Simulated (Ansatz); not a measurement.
# Gaps and decay in MoS2/WS2 stacks, part 4 of 5

Wanted: band edges and complex bands along the stacking of MoS2/WS2. The crystals are MoS2 3R layers and WS2 3R layers, on a common net of side 3.17 Å (+0.0 % and +0.0 % against typed lattice constants near PBE's). Layer spacings come from each crystal relaxed along the normal on that net, and the joins take the mean spacing. The stacks are then relaxed. The first steps treat the bulk crystals alone.

Ansatz 0.2.0; PBE+D3(BJ) DFT, plane waves, PAW files (the session's first sound run).

So far, gap on the k-mesh (eV): step 3 (the bulk crystal and its band edges, crystal MoS2 3R layers) 0.775; step 5 (band edges, crystal WS2 3R layers) 0.911; step 7 (band edges of the superlattice, atomic layers of each crystal 3×3) 0.794; step 10 (band edges of the superlattice, atomic layers of each crystal 6×6) 0.785.

## 11. Minibands and complex bands along the stacking, atomic layers of each crystal 6×6

This step: PBE DFT, plane waves, PAW files; complex bands by layer matching along the plane's normal (Ansatz 0.2.0).

The whole cell is now the period, so open channels are minibands and Im kz is the decay through the stack.

File input.yaml:

```yaml
crystal:
  lattice:
    - [3.17, 0.0, 0.0]
    - [-1.585, 2.74530053, 0.0]
    - [-1.585, 0.9151001767, 24.0201018261]
  atoms:
    - { symbol: S, position: [0.3333333333, 0.6666666667, 0.0] }
    - { symbol: Mo, position: [0.0216064139, -0.0216064139, 0.0648192416] }
    - { symbol: S, position: [0.3765700307, 0.6234299693, 0.129710092] }
    - { symbol: S, position: [0.0829870143, -0.0829870143, 0.2489610428] }
    - { symbol: Mo, position: [0.7712600948, 0.2287399052, 0.3137802844] }
    - { symbol: S, position: [0.1262237116, -0.1262237116, 0.3786711348] }
    - { symbol: S, position: [0.8328447759, 0.1671552241, 0.4985343278] }
    - { symbol: W, position: [0.5212618619, 0.4787381381, 0.5637855856] }
    - { symbol: S, position: [0.8763659499, 0.1236340501, 0.6290978498] }
    - { symbol: S, position: [0.583191095, 0.416808905, 0.749573285] }
    - { symbol: W, position: [0.2716081809, -0.2716081809, 0.8148245428] }
    - { symbol: S, position: [0.626712269, 0.373287731, 0.880136807] }
kpoints:
  mp_grid: { grid: [12, 12, 2] }
scf:
  occupations: { method: fixed }
  max_iter: 120
hamiltonian:
  xc: pbe
output:
  eigenvalues: true
  transmission:
    leads: [[0, 0]]
    kpoints: [[0.0, 0.0], [0.1823, 0.1823]]
    e_range: [-1.5, 2.28]
    de: 0.05
```

On the command line:

```console
$ ansatz run input.yaml --threads 8 --pin off --max-ram 20480MiB --backend cpu --events-out ev --progress --plain --runs-dir out
```

Numbers of over 12 decimals in the logs are rounded to 6 here.

Output:

```text
[...]
Crystal: 12 atoms, lattice volume = 209.037 Å³
Basis set: ecut = 420 eV, 4077 PW (Γ)
Bands: 64, of which v1, the nominal top of the filled ones, is band 52 counted from 1 (51 counted from 0)
Symmetry: 2 space group operations
k-points: 86 of 288 (time reversal used)
[...]
SCF iter   1: F=—  HF=-37908.168853 eV  |F-HF|=—  |Δ(HF+E_count)|=         —  Δρ=5.38e-3  dr2=5.71e-2  ethr=1.77e-3  ⟨swp⟩=5.0  Hψ=19954  notcnv=0  defer=728
[...]
SCF iter   9: F=-37908.185444 eV  HF=-37908.185444 eV  |F-HF|=8.95e-10  |Δ(HF+E_count)|=   2.67e-8  Δρ=1.73e-6  dr2=1.39e-8  ethr=9.62e-11  ⟨swp⟩=9.1  Hψ=17687  notcnv=0
SCF 1 converged in 9 iterations: F = -37908.185444 eV  dr2 = 1.39e-8
[...]
transmission: 34 of 68 steps passed
transmission: 68 of 68 steps passed
SCF converged after 9 iterations
Free energy (F): -37908.185444 eV
[...]
Internal energy: -37908.185444 eV  (E = F + TS)
E sigma→0 (E₀):  -37908.185444 eV
Fermi energy:    11.840212 eV
[...]
--- Band table (eV; the first three rows and the last of 86) ---
  k-point 0: bands = [... 48 lower, 10.5961, 11.5311, 11.5434, 11.8402, 13.6556, 13.6556, 13.7232, 13.7232, ... 8 higher]
  k-point 1: bands = [... 48 lower, 11.0779, 11.1997, 11.7185, 11.8059, 13.6558, 13.6558, 13.7227, 13.7228, ... 8 higher]
  k-point 2: bands = [... 48 lower, 10.6819, 11.3660, 11.3855, 11.5922, 13.5832, 13.6151, 13.7259, 13.7466, ... 8 higher]
  k-point 85: bands = [... 48 lower, 10.1202, 10.1761, 10.2661, 10.3322, 13.1971, 13.2296, 13.6827, 13.7593, ... 8 higher]
--- Transmission ---
  basis      : 85 plane waves across, 34 finite elements along
  points     : 2, as listed
[...]
crystal 0  : S8W2Mo2, at the sites [0, 0], period 24.0201 Å: whole cells are its period
[...]
channels       : 0.000000e0 a spin
[...]
slowest decay  : 0.2002 /Å at (0.1823, 0.1823)
```

Elapsed: 21 s, on 8 threads of Intel Xeon at 2.70GHz, shared host; peak memory 1.4 GiB; 2.3 min of CPU time.

This step gave:

```
decay constant at the filling level, zone centre          : 0.3553 Å⁻¹
decay constant at the filling level, slowest listed point : 0.2002 Å⁻¹
```

Lower lead, k parallel (0, 0); values up to 0.7503 1/Å, a degenerate pair printed once or twice; energies at which all values exceed this have no row. Table of Im kz of the slowest decaying states by energy, zero at the highest filled level on the SCF mesh:

```tsv
energy (eV)	decay 1 (Å⁻¹)	decay 2 (Å⁻¹)	decay 3 (Å⁻¹)	decay 4 (Å⁻¹)
-1.50	0.689	-	-	-
-1.35	0.705	-	-	-
-1.20	0.717	-	-	-
-1.05	0.726	-	-	-
-0.90	0.731	-	-	-
-0.75	0.0096	0.734	-	-
-0.60	0.734	-	-	-
-0.45	0.733	-	-	-
-0.30	0.00241	0.730	-	-
-0.15	0.725	-	-	-
0.00	0.00361	0.719	-	-
0.15	0.207	0.711	-	-
0.30	0.300	0.701	-	-
0.45	0.384	0.690	-	-
0.60	0.486	0.677	0.681	-
0.75	0.560	0.626	0.662	0.745
0.90	0.601	0.646	0.717	0.717
1.05	0.606	0.627	0.685	-
1.20	0.605	0.611	0.648	-
1.35	0.579	0.604	0.614	-
1.50	0.542	0.542	0.554	0.616
1.65	0.460	0.519	0.617	-
1.80	0.263	0.263	0.482	0.617
1.95	0.241	0.445	0.445	0.617
2.10	0.135	0.135	0.393	0.599
2.25	0.0886	0.0886	0.438	0.608
```

Lower lead, k parallel (0.1823, 0.1823); values up to 0.7503 1/Å, a degenerate pair printed once or twice; energies at which all values exceed this have no row. The Im kz of the slowest decaying states by energy, zero at the highest filled level on the SCF mesh:

```tsv
energy (eV)	decay 1 (Å⁻¹)	decay 2 (Å⁻¹)	decay 3 (Å⁻¹)
-1.50	0.204	0.349	0.563
-1.40	0.227	0.419	0.553
-1.30	0.242	0.462	0.550
-1.20	0.253	0.493	0.549
-1.10	0.261	0.516	0.551
-1.00	0.268	0.535	0.553
-0.90	0.272	0.551	0.556
-0.80	0.276	0.560	0.565
-0.70	0.277	0.563	0.578
-0.60	0.278	0.567	0.589
-0.50	0.277	0.571	0.600
-0.40	0.275	0.574	0.611
-0.30	0.272	0.578	0.622
-0.20	0.268	0.582	0.633
-0.10	0.261	0.586	0.645
0.00	0.254	0.591	0.659
0.10	0.244	0.597	0.675
0.20	0.232	0.604	0.696
0.30	0.218	0.613	0.726
0.45	0.190	0.640	-
0.55	0.164	0.720	-
0.65	0.128	0.667	0.721
0.75	0.0619	0.616	0.723
0.85	0.0253	0.589	0.671
0.95	0.0380	0.567	0.614
1.05	0.544	0.563	-
1.15	0.500	0.535	-
1.25	0.441	0.516	-
1.35	0.0441	0.362	0.497
1.45	0.0803	0.281	0.474
1.55	0.0842	0.258	0.446
1.65	0.0538	0.316	0.397
1.75	0.350	-	-
1.85	0.0675	0.231	0.407
1.95	0.131	0.180	0.425
2.05	0.145	0.153	0.433
2.15	0.00791	0.181	0.437
2.25	0.109	0.181	0.439
```

At the listed wavevectors the last open channel is at -0.15 eV and the next at +0.80 eV on the grid. At +0.40 eV, the grid energy nearest the filling level (the middle of the gap on the SCF mesh), the slowest state at the listed wavevectors decays with κ = 0.200 Å⁻¹, its amplitude falling by e over 5.0 Å.

## 12. Relaxing the interfaces, stack MoS2 9 / WS2 9, atomic layers of each crystal 9×9

This step: PBE+D3(BJ) DFT, plane waves, PAW files (Ansatz 0.2.0).

System of this step: MoS2 (9) / WS2 (9). The cell holds 18 atoms: 12 S, 3 Mo and 3 W. Its edges and angles: a = 3.170 Å, b = 3.170 Å, c = 36.030 Å, α = 90.0°, β = 90.0°, γ = 120.0°. Regions: 0: MoS2, 9 atoms (6 S and 3 Mo); 1: WS2, 9 atoms (6 S and 3 W). The structure's axis is c.

The stack is relaxed at a fixed cell, since the spacings at the joins were only estimated. The total length stays as laid.

File input.yaml:

```yaml
crystal:
  lattice:
    - [3.17, 0.0, 0.0]
    - [-1.585, 2.74530053, 0.0]
    - [0.0, 0.0, 36.0301527392]
  atoms:
    - { symbol: S, position: [0.3333333333, 0.6666666667, 0.0] }
    - { symbol: Mo, position: [0.0, 0.0, 0.0432128277] }
    - { symbol: S, position: [0.3333333333, 0.6666666667, 0.0864733947] }
    - { symbol: S, position: [0.0, 0.0, 0.1659740286] }
    - { symbol: Mo, position: [0.6666666667, 0.3333333333, 0.2091868563] }
    - { symbol: S, position: [0.0, 0.0, 0.2524474232] }
    - { symbol: S, position: [0.6666666667, 0.3333333333, 0.3319480571] }
    - { symbol: Mo, position: [0.3333333333, 0.6666666667, 0.3751608848] }
    - { symbol: S, position: [0.6666666667, 0.3333333333, 0.4184214518] }
    - { symbol: S, position: [0.3333333333, 0.6666666667, 0.4983302471] }
    - { symbol: W, position: [0.0, 0.0, 0.5418310856] }
    - { symbol: S, position: [0.3333333333, 0.6666666667, 0.5853725951] }
    - { symbol: S, position: [0.0, 0.0, 0.6656895519] }
    - { symbol: W, position: [0.6666666667, 0.3333333333, 0.7091903904] }
    - { symbol: S, position: [0.0, 0.0, 0.7527318999] }
    - { symbol: S, position: [0.6666666667, 0.3333333333, 0.8330488567] }
    - { symbol: W, position: [0.3333333333, 0.6666666667, 0.8765496952] }
    - { symbol: S, position: [0.6666666667, 0.3333333333, 0.9200912047] }
kpoints:
  mp_grid: { grid: [12, 12, 2] }
scf:
  occupations: { method: fixed }
  max_iter: 120
hamiltonian:
  xc: pbe
  dispersion: d3bj
output:
  eigenvalues: false
  forces: true
relax:
  f_tol: 0.02
  max_steps: 40
```

Output:

```text
[...]
Crystal: 18 atoms, lattice volume = 313.556 Å³
Basis set: ecut = 420 eV, 6109 PW (Γ), exchange–correlation on 48×48×486 points (8 copies of the dense FFT grid, shifted against one another)
Bands: 96, of which v1, the nominal top of the filled ones, is band 78 counted from 1 (77 counted from 0)
Symmetry: 6 space group operations
[...]
k-points: 38 of 288 (time reversal used)
[...]
- { symbol: W, position: [0.0, 0.0, 0.5418310856] }
    - { symbol: S, position: [0.333333, 0.666667, 0.585373] }
    - { symbol: S, position: [0.0, 0.0, 0.6656895519] }
    - { symbol: W, position: [0.666667, 0.333333, 0.7091903904] }
    - { symbol: S, position: [0.0, 0.0, 0.752732] }
    - { symbol: S, position: [0.666667, 0.333333, 0.8330488567] }
    - { symbol: W, position: [0.333333, 0.666667, 0.876550] }
    - { symbol: S, position: [0.666667, 0.333333, 0.9200912047] }
[...]
[key lines of the parts left out:]
SCF converged after 4 iterations
Free energy (F): -56870.114352 eV
Fermi energy:    11.849654 eV
```

Elapsed: 18 s, on 8 threads; peak memory 1.8 GiB; 2.2 min of CPU time.

Hardly anything moved in the relaxation; the energy changed by under 0.2 meV an atom.

The largest force component on a free atom ends at 0.0052 eV/Å.

## 13. Band edges of the superlattice, atomic layers of each crystal 9×9

This step: PBE DFT, plane waves, PAW files (Ansatz 0.2.0).

Another period, with its own band edges.

input.yaml, as its differences from that of step 12:

```diff
@@ -26,2 +26,3 @@
   mp_grid: { grid: [12, 12, 2] }
+  band_path: { path: [VBM, CBM], npoints: 24 }
 scf:
@@ -31,8 +32,6 @@
   xc: pbe
-  dispersion: d3bj
 output:
-  eigenvalues: false
-  forces: true
-relax:
-  f_tol: 0.02
-  max_steps: 40
+  eigenvalues: true
+  write_potential: true
+  write_density: true
+  volumetric_format: npy
```

Output:

```text
[...]
Crystal: 18 atoms, lattice volume = 313.556 Å³
Basis set: ecut = 420 eV, 6109 PW (Γ)
Bands: 96, of which v1, the nominal top of the filled ones, is band 78 counted from 1 (77 counted from 0)
Symmetry: 6 space group operations
[...]
k-points: 38 of 288 (time reversal used)
[...]
--- Band table (eV; the first three rows and the last of 38) ---
  k-point 0: bands = [... 74 lower, 11.2983, 11.6855, 11.7111, 11.8497, 13.6435, 13.6435, 13.6852, 13.6852, ... 14 higher]
  k-point 1: bands = [... 74 lower, 11.5135, 11.5607, 11.7657, 11.8425, 13.6435, 13.6435, 13.6852, 13.6852, ... 14 higher]
  k-point 2: bands = [... 74 lower, 11.2026, 11.4745, 11.5033, 11.6023, 13.5753, 13.6011, 13.6208, 13.7167, ... 14 higher]
  k-point 37: bands = [... 74 lower, 10.9270, 11.1152, 11.1194, 11.1247, 12.6222, 12.6273, 12.6328, 12.9727, ... 14 higher]
[key lines of the parts left out:]
SCF converged after 9 iterations
Free energy (F): -56862.278302 eV
Fermi energy:    11.849711 eV
```

Wall time 74 s (8 threads); peak memory 2 GiB.

The searched edges give 0.745 eV, under the 0.768 eV of the mesh, which misses an edge.

Between step 7 and this run (18 atoms and atomic layers of each crystal 9×9) the value for the gap on the k-mesh moves from 0.794 eV to 0.768 eV.

## 14. Minibands and complex bands along the stacking, atomic layers of each crystal 9×9

This step: PBE DFT, plane waves, PAW files; complex bands by layer matching along the plane's normal (Ansatz 0.2.0).

The whole cell is now the period, so open channels are minibands and Im kz is the decay through the stack.

input.yaml, as its differences from that of step 13:

```diff
@@ -26,3 +26,2 @@
   mp_grid: { grid: [12, 12, 2] }
-  band_path: { path: [VBM, CBM], npoints: 24 }
 scf:
@@ -34,4 +33,6 @@
   eigenvalues: true
-  write_potential: true
-  write_density: true
-  volumetric_format: npy
+  transmission:
+    leads: [[0, 0]]
+    kpoints: [[0.0, 0.0], [0.1823, 0.1823]]
+    e_range: [-1.5, 2.25]
+    de: 0.05
```

Output:

```text
[...]
Crystal: 18 atoms, lattice volume = 313.556 Å³
Basis set: ecut = 420 eV, 6109 PW (Γ)
Bands: 96, of which v1, the nominal top of the filled ones, is band 78 counted from 1 (77 counted from 0)
Symmetry: 6 space group operations
[...]
k-points: 38 of 288 (time reversal used)
[...]
k-point 37: bands = [... 74 lower, 10.9270, 11.1152, 11.1194, 11.1247, 12.6222, 12.6273, 12.6328, 12.9727, ... 14 higher]
--- Transmission ---
  basis      : 85 plane waves across, 51 finite elements along
  points     : 2, as listed
[...]
crystal 0  : S12W3Mo3, at the sites [0, 0], period 36.0302 Å: whole cells are its period
[...]
channels       : 0.000000e0 a spin
[...]
slowest decay  : 0.1981 /Å at (0.1823, 0.1823)
[key lines of the parts left out:]
SCF converged after 9 iterations
Free energy (F): -56862.278302 eV
Fermi energy:    11.849711 eV
```

The job ended after 27 s (8 threads; peak memory 1.9 GiB).

Lower lead, k parallel (0, 0); values up to 0.5002 1/Å, a degenerate pair printed once or twice; energies at which all values exceed this have no row. Table of Im kz of the slowest decaying states by energy, zero at the highest filled level on the SCF mesh:

```tsv
energy (eV)	decay 1 (Å⁻¹)	decay 2 (Å⁻¹)
-1.50	-	-
-1.45	-	-
-1.35	0.00335	-
-1.30	0.00968	-
-1.20	-	-
-1.15	-	-
-1.05	-	-
-1.00	-	-
-0.90	0.0135	-
-0.85	0.0113	-
-0.75	-	-
-0.70	-	-
-0.60	-	-
-0.55	-	-
-0.45	-	-
-0.40	-	-
-0.30	0.00888	-
-0.25	-	-
-0.15	0.00948	-
-0.10	-	-
0.00	0.00469	-
0.05	0.130	-
0.15	0.214	-
0.20	0.246	-
0.30	0.305	-
0.35	0.333	-
0.45	0.390	-
0.50	0.420	-
1.60	0.497	-
1.65	0.462	-
1.75	0.360	0.481
1.80	0.250	0.466
1.90	0.236	0.432
1.95	0.264	0.417
2.05	0.156	0.405
2.10	0.0377	0.402
2.20	0.101	0.416
2.25	0.0994	0.443
```

At the listed wavevectors the last open channel is at -0.10 eV and the next at +0.75 eV on the grid. At +0.40 eV, the grid energy nearest the filling level (the middle of the gap on the SCF mesh), the slowest state at the listed wavevectors decays with κ = 0.198 Å⁻¹, its amplitude falling by e over 5.0 Å.

## 15. Relaxation, stack MoS2 12 / WS2 12, atomic layers of each crystal 12×12

This step: PBE+D3(BJ) DFT, plane waves, PAW files (Ansatz 0.2.0).

System of this step: MoS2 (12) / WS2 (12). The cell holds 24 atoms: 16 S, 4 Mo and 4 W. Its edges and angles: a = 3.170 Å, b = 3.170 Å, c = 48.075 Å, α = 91.9°, β = 88.1°, γ = 120.0°. Regions: 0: MoS2, 12 atoms (8 S and 4 Mo); 1: WS2, 12 atoms (8 S and 4 W). The structure's axis is c.

The stack is relaxed at a fixed cell, since the spacings at the joins were only estimated. The total length stays as laid.

File input.yaml:

```yaml
crystal:
  lattice:
    - [3.17, 0.0, 0.0]
    - [-1.585, 2.74530053, 0.0]
    - [1.585, -0.9151001767, 48.0402036523]
  atoms:
    - { symbol: S, position: [0.3333333333, 0.6666666667, 0.0] }
    - { symbol: Mo, position: [-0.0108032069, 0.0108032069, 0.0324096208] }
    - { symbol: S, position: [0.3117149847, 0.6882850153, 0.064855046] }
    - { symbol: S, position: [-0.0414935071, 0.0414935071, 0.1244805214] }
    - { symbol: Mo, position: [0.6143699526, 0.3856300474, 0.1568901422] }
    - { symbol: S, position: [-0.0631118558, 0.0631118558, 0.1893355674] }
    - { symbol: S, position: [0.5836796524, 0.4163203476, 0.2489610428] }
    - { symbol: Mo, position: [0.2395431121, 0.7604568879, 0.2813706636] }
    - { symbol: S, position: [0.5620613037, 0.4379386963, 0.3138160888] }
    - { symbol: S, position: [0.2088528119, 0.7911471881, 0.3734415642] }
    - { symbol: Mo, position: [-0.1352837283, 0.1352837283, 0.405851185] }
    - { symbol: S, position: [0.1872344633, 0.8127655367, 0.4382966102] }
    - { symbol: S, position: [-0.1660760689, 0.1660760689, 0.4982282067] }
    - { symbol: W, position: [0.4897153881, 0.5102846119, 0.5308538356] }
    - { symbol: S, position: [-0.1878366559, 0.1878366559, 0.5635099677] }
    - { symbol: S, position: [0.4587507716, 0.5412492284, 0.6237476853] }
    - { symbol: W, position: [0.1145422286, 0.8854577714, 0.6563733142] }
    - { symbol: S, position: [0.4369901846, 0.5630098154, 0.6890294463] }
    - { symbol: S, position: [0.083577612, 0.916422388, 0.7492671639] }
    - { symbol: W, position: [-0.2606309309, 0.2606309309, 0.7818927928] }
    - { symbol: S, position: [0.061817025, 0.938182975, 0.8145489249] }
    - { symbol: S, position: [-0.2915955475, 0.2915955475, 0.8747866425] }
    - { symbol: W, position: [0.3641959095, 0.6358040905, 0.9074122714] }
    - { symbol: S, position: [-0.3133561345, 0.3133561345, 0.9400684035] }
kpoints:
  mp_grid: { grid: [12, 12, 2] }
scf:
  occupations: { method: fixed }
  max_iter: 120
hamiltonian:
  xc: pbe
  dispersion: d3bj
output:
  eigenvalues: false
  forces: true
relax:
  f_tol: 0.02
  max_steps: 40
```

Output:

```text
[...]
Crystal: 24 atoms, lattice volume = 418.075 Å³
Basis set: ecut = 420 eV, 8129 PW (Γ), exchange–correlation on 48×48×648 points (8 copies of the dense FFT grid, shifted against one another)
Bands: 128, of which v1, the nominal top of the filled ones, is band 104 counted from 1 (103 counted from 0)
Symmetry: 2 space group operations
k-points: 86 of 288 (time reversal used)
[...]
- { symbol: W, position: [0.114542, 0.8854577714, 0.656373] }
[...]
- { symbol: S, position: [0.083578, 0.916422, 0.7492671639] }
    - { symbol: W, position: [-0.260631, 0.260631, 0.781893] }
    - { symbol: S, position: [0.061817, 0.938183, 0.8145489249] }
    - { symbol: S, position: [-0.2915955475, 0.2915955475, 0.874787] }
    - { symbol: W, position: [0.364196, 0.635804, 0.907412] }
    - { symbol: S, position: [-0.313356, 0.313356, 0.940068] }
[...]
[key lines of the parts left out:]
SCF converged after 4 iterations
Free energy (F): -75826.819367 eV
Fermi energy:    11.858483 eV
```

Elapsed: 1.7 min, on 8 threads; peak memory 4.3 GiB; 13 min of CPU time.

Hardly anything moved in the relaxation; the energy changed by under 0.2 meV an atom.

The largest force component on a free atom ends at 0.0052 eV/Å.

## 16. Band edges of the superlattice, atomic layers of each crystal 12×12

This step: PBE DFT, plane waves, PAW files (Ansatz 0.2.0).

Another period, with its own band edges.

input.yaml, as its differences from that of step 15:

```diff
@@ -32,2 +32,3 @@
   mp_grid: { grid: [12, 12, 2] }
+  band_path: { path: [VBM, CBM], npoints: 24 }
 scf:
@@ -37,8 +38,6 @@
   xc: pbe
-  dispersion: d3bj
 output:
-  eigenvalues: false
-  forces: true
-relax:
-  f_tol: 0.02
-  max_steps: 40
+  eigenvalues: true
+  write_potential: true
+  write_density: true
+  volumetric_format: npy
```

Output:

```text
[...]
Crystal: 24 atoms, lattice volume = 418.075 Å³
Basis set: ecut = 420 eV, 8129 PW (Γ)
Bands: 128, of which v1, the nominal top of the filled ones, is band 104 counted from 1 (103 counted from 0)
Symmetry: 2 space group operations
k-points: 86 of 288 (time reversal used)
[...]
--- Band table (eV; the first three rows and the last of 86) ---
  k-point 0: bands = [... 100 lower, 11.5433, 11.7330, 11.7708, 11.8586, 13.6376, 13.6376, 13.6658, 13.6658, ... 20 higher]
  k-point 1: bands = [... 100 lower, 11.6501, 11.6785, 11.7881, 11.8570, 13.6376, 13.6376, 13.6658, 13.6658, ... 20 higher]
  k-point 2: bands = [... 100 lower, 11.3882, 11.5053, 11.5461, 11.6105, 13.5707, 13.5911, 13.6102, 13.6241, ... 20 higher]
  k-point 85: bands = [... 100 lower, 10.2328, 10.2713, 10.3187, 10.3521, 13.1870, 13.2028, 13.2224, 13.2420, ... 20 higher]
[key lines of the parts left out:]
SCF converged after 10 iterations
Free energy (F): -75816.371202 eV
Fermi energy:    11.858562 eV
```

It took 5.4 min on 8 threads; peak memory 4.5 GiB.

The searched edges give 0.718 eV, under the 0.742 eV of the mesh, which misses an edge.

For the gap on the k-mesh, step 7 gave 0.794 eV; this run, with 24 atoms and atomic layers of each crystal 12×12, gives 0.742 eV.

[end of part 4 of 5]

[Logs are printed without paths, hosts, clocks, repeated set-up lines and the standing remarks that a program may print on its own settings, such as how far it seeks lower states.]

[Hosts, paths, dates, database ids (printed as entryN), source tags and the programs' standing remarks are cut or masked in the printed files.]
